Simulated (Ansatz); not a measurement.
# SnO2: hydrostatic pressure series

Method: DFT PBE, scalar-relativistic, plane waves, PAW (Ansatz). Run with 420 eV cutoff, 6×6×6 k-mesh, Gaussian smearing of 0.02 eV, no spin polarisation.

The relaxed crystal:

```xyz
12
Lattice="4.7892 0.0000 0.0000 0.0000 5.8242 0.0000 0.0000 0.0000 5.3056" Properties=species:S:1:pos:R:3 pbc="T T T"
Sn    2.3946    3.8741    3.9792
Sn    0.0000    4.8622    1.3264
Sn    2.3946    1.9501    1.3264
Sn    0.0000    0.9620    3.9792
O     3.4968    3.5357    0.4147
O     1.1022    5.2006    4.8908
O     3.6871    5.2006    3.0675
O     1.2924    3.5357    2.2380
O     3.4968    2.2885    3.0675
O     1.1022    0.6236    2.2380
O     3.6871    0.6236    0.4147
O     1.2924    2.2885    4.8908
```

Cell and atoms are relaxed at each pressure within the symmetry of the start, at zero temperature, so transitions that lower the symmetry aren't seen. The k-mesh given is that at zero pressure and may differ at others. Gaps are Kohn–Sham gaps over the whole zone.

(1) Give the structure at -2 GPa.

## Answers

(1)
```xyz
12
Lattice="4.8092 0.0000 0.0000 0.0000 5.8515 0.0000 0.0000 0.0000 5.3262" Properties=species:S:1:pos:R:3 pbc="T T T"
Sn    2.4046    3.8875    3.9947
Sn    0.0000    4.8898    1.3316
Sn    2.4046    1.9640    1.3316
Sn    0.0000    0.9617    3.9947
O     3.5073    3.5580    0.4182
O     1.1027    5.2192    4.9080
O     3.7065    5.2192    3.0814
O     1.3019    3.5580    2.2449
O     3.5073    2.2935    3.0814
O     1.1027    0.6323    2.2449
O     3.7065    0.6323    0.4182
O     1.3019    2.2935    4.9080
```
The structure is orthorhombic, space group Pbcn (No. 60). The conventional cell has a = 4.809 Å, b = 5.851 Å, c = 5.326 Å, α = 90.00°, β = 90.00°, γ = 90.00°. Sn (site symmetry 2) has 6 O at 2.07 to 2.14 Å as nearest neighbours. Around O (site symmetry 1) lie 3 Sn at 2.07 to 2.14 Å.

This form isn't the usual stable structure of the compound.